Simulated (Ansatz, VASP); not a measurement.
V: VASP beside Ansatz

```
CELL_PARAMETERS angstrom
2.60429 0.00000 0.00000
-1.30215 2.25538 0.00000
0.00000 0.00000 4.65249
ATOMIC_POSITIONS crystal
V 0.66667 0.33333 0.75000
V 0.33333 0.66667 0.25000
```

Change from the starting cell: strain +0.000 along x and y, -0.015 along z, atoms carried along.

Alike in both runs: task single point; functional PBEsol; k mesh 21 × 21 × 10; occupations gaussian, width 0.15 eV; no spin polarisation.

|  | VASP | Ansatz |
| --- | --- | --- |
| version | VASP 6.6.1 | Ansatz 0.2.0 |
| potentials or method | VASP PAW PBE potentials, release 64 (V_sv) | scalar-relativistic, plane waves, PAW |
| plane-wave cutoff (eV) | 520 | 420 |
| valence electrons in the cell | 26 | 26 |

|  | VASP | Ansatz | Ansatz less VASP |
| --- | --- | --- | --- |
| gap on the k mesh at the Fermi level (eV) | none | none | - |
| pressure (GPa) | -4.3 | -4.6 | -0.23 |
| largest component of the traceless stress (GPa) | 1.11 | 1.09 | -0.025 |

A gap of «none» marks a metal or a gap that the smearing closes.

Caveats: the PAW data sets were made with another functional, which shifts forces and pressure a little (VASP).
